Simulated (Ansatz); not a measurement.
This script for the Python package of Ansatz (0.2.0) starts 4 runs on CaF₂, space group Fm-3m. What input does the engine get in each?

Script `caf2.py`:
```python
"""Relaxed cell of CaF2 under several functionals."""

import ansatz as az
import numpy as np

def edges_and_angles(cell):
    cell = np.asarray(cell)
    a, b, c = np.linalg.norm(cell, axis=1)
    cosines = cell[1] @ cell[2] / (b * c), cell[0] @ cell[2] / (a * c), cell[0] @ cell[1] / (a * b)
    return (a, b, c, *np.degrees(np.arccos(cosines)))

xtal = (
    az.Lattice.from_parameters(3.862217, 3.862217, 3.862217, alpha=60.0, beta=60.0, gamma=60.0)
    .atom("Ca", (0.0, 0.0, 0.0))
    .atom("F", (0.25, 0.25, 0.25))
    .atom("F", (0.75, 0.75, 0.75))
)

model = (
    xtal.calculation()
    .basis(380)
    .occupations("fixed")
    .scf(max_iterations=150)
    .kpoints(5, 5, 5, center="gamma")
    .mixing("msr1", preconditioner="kerker_dos")
    .relax(cell=True, max_displacement=0.1)
)

levels = [("pbe", "d3bj"), ("pbe", "d4"), ("lda", "none"), ("revpbe", "d3bj")]
print("level            a       b       c    alpha   beta  gamma  V/atom  steps")
for name, dispersion in levels:
    seen = []
    run = model.functional(name, dispersion=dispersion).session().plan()
    done = run.execute(on_event=lambda e: seen.append(e) if e["event"] == "relax_step" else None)
    cell = done.lattice.cell_ang
    label = name if dispersion == "none" else f"{name}+{dispersion}"
    print("{:13s} {:7.4f} {:7.4f} {:7.4f} {:6.2f} {:6.2f} {:6.2f}".format(label, *edges_and_angles(cell)), f"{abs(np.linalg.det(cell)) / len(done.lattice.sites):7.3f} {len(seen):5d}")
```

Run 1:
```yaml
crystal:
  lattice:
    a: 3.862217
    b: 3.862217
    c: 3.862217
    alpha: 60.0
    beta: 60.0
    gamma: 60.0
  atoms:
    - { symbol: Ca, position: [0.0, 0.0, 0.0] }
    - { symbol: F, position: [0.25, 0.25, 0.25] }
    - { symbol: F, position: [0.75, 0.75, 0.75] }
basis:
  ecutwfc: 380.0
kpoints:
  mp_grid:
    grid: [5, 5, 5]
    shift: [0.0, 0.0, 0.0]
hamiltonian:
  xc: pbe
  dispersion: d3bj
scf:
  max_iter: 150
  mixing:
    algorithm: msr1
    preconditioner: kerker_dos
  occupations:
    method: fixed
relax:
  max_displacement: 0.1
  cell: {}
```

Run 2, against run 1:
```diff
-  dispersion: d3bj
+  dispersion: d4
```

Run 3, against run 1:
```diff
-  xc: pbe
-  dispersion: d3bj
+  xc: lda
+  dispersion: none
```

Run 4, against run 1:
```diff
-  xc: pbe
+  xc: revpbe
```

Running `python caf2.py` prints:
```text
level            a       b       c    alpha   beta  gamma  V/atom  steps
DeckWarning: basis.ecutwfc = 380 eV is below the records' recommended 420 eV, and the density's cutoff is lower with it unless basis.ecutrho_ratio is high enough to keep the records' density cutoff: compare with a run at a higher cutoff
pbe+d3bj       3.8671  3.8671  3.8671  60.00  60.00  60.00  13.631     5
pbe+d4         3.8767  3.8767  3.8767  60.00  60.00  60.00  13.733     8
lda            3.7662  3.7662  3.7662  60.00  60.00  60.00  12.591     8
revpbe+d3bj    3.8926  3.8926  3.8926  60.00  60.00  60.00  13.902     9
```
(Warnings from the package without file and line.)

From smallest to largest: LDA (12.59 Å³ an atom, -7.3 % against the start), PBE+D3BJ (13.63 Å³ an atom, +0.4 % against the start), PBE+D4 (13.73 Å³ an atom, +1.1 % against the start) and revPBE+D3BJ (13.90 Å³ an atom, +2.4 % against the start). The spread is 10.4 % in volume.

These settings explore the input space; cutoff and mesh may be short of convergence. The cutoff lies under the one recommended for these potentials. Forces vanish by symmetry, so the ions can't move, and the end may be a saddle. Edges and angles are those of the cell as typed, here a primitive one, not of the conventional cell. The starting cell is as deposited in a crystallographic database; the results hold for this polymorph, which needn't be the stable one. Wall time of the script: 26 s on 1 thread of Intel(R) Xeon(R) Processor @ 2.30GHz, on a shared host, peak memory 0.47 GiB.
